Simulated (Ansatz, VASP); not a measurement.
## Al: VASP beside Ansatz

POSCAR

```
Al
1.0
   -1.6177882346      1.6177882346      1.6177882346
    1.6177882346     -1.6177882346      1.6177882346
    1.6177882346      1.6177882346     -1.6177882346
Al
1
Direct
    0.0000000000      0.0000000000      0.0000000000
```

File INCAR.step1:

```
SYSTEM = Al
  PREC = Accurate
  ENCUT = 520
  ISMEAR = -1
  SIGMA = 0.05
  LREAL = .False.
  LASPH = .True.
  NELM = 100
  NBANDS = 8
  GGA = PE
  ALGO = Normal
  EDIFF = 1E-4
  LWAVE = .True.
  LCHARG = .False.
```

File INCAR.step2:

```
SYSTEM = Al
  PREC = Accurate
  ENCUT = 520
  EDIFF = 1E-8
  ISMEAR = -1
  SIGMA = 0.05
  LREAL = .False.
  LASPH = .True.
  NELM = 100
  ALGO = Normal
  ISIF = 2
  LWAVE = .False.
  LCHARG = .False.
  METAGGA = R2SCAN
  LMIXTAU = .True.
  LEFG = .True.
  NBANDS = 8
  ISTART = 1
```

File KPOINTS:

```
Automatic mesh
0
Gamma
  19 19 19
  0 0 0
```

Input for Ansatz:

```yaml
crystal:
  lattice:
    - [-1.6177882346, 1.6177882346, 1.6177882346]
    - [1.6177882346, -1.6177882346, 1.6177882346]
    - [1.6177882346, 1.6177882346, -1.6177882346]
  atoms:
    - { symbol: Al, position: [0.0, 0.0, 0.0] }
kpoints:
  mp_grid: { grid: [19, 19, 19] }
  band_path:
    path:
      - [0.0, 0.0, 0.0]
      - [0.5, -0.5, 0.5]
      - [0.0, 0.0, 0.5]
      - [0.0, 0.0, 0.0]
      - [0.25, 0.25, 0.25]
      - [0.5, -0.5, 0.5]
      - [0.25, 0.25, 0.25]
      - [0.0, 0.0, 0.5]
    npoints: 5
scf:
  occupations: { method: fermi_dirac, width: 0.05 }
hamiltonian:
  xc: r2scan
  pseudopotentials: { kind: paw }
output:
  forces: true
  stress: true
  eigenvalues: true
  efg: { contact_densities: true }
```

Alike in both runs: task electric field gradients; functional r2SCAN; k mesh 19 × 19 × 19; occupations fermi-dirac, width 0.05 eV; no spin polarisation.

|  | VASP | Ansatz |
| --- | --- | --- |
| version | VASP 6.6.1 | Ansatz 0.2.0 |
| potentials or method | VASP PAW PBE potentials, release 64 (Al) | PAW with Ansatz's default frozen-core files, scalar-relativistic |
| plane-wave cutoff (eV) | 520 | 500 |
| valence electrons in the cell | 3 | 3 |

|  | VASP | Ansatz | Ansatz less VASP |
| --- | --- | --- | --- |
| pressure (GPa) | -3.5 | -3.2 | +0.27 |
| Vzz of the field gradient on the site that differs most (V/Å²) | 0.0 | 0.0 | 0.00 |

The functional is the same, so the differences come from potentials, cutoffs and numerics.

Caveats: the PAW data sets were made with another functional, which shifts forces and pressure a little (VASP).
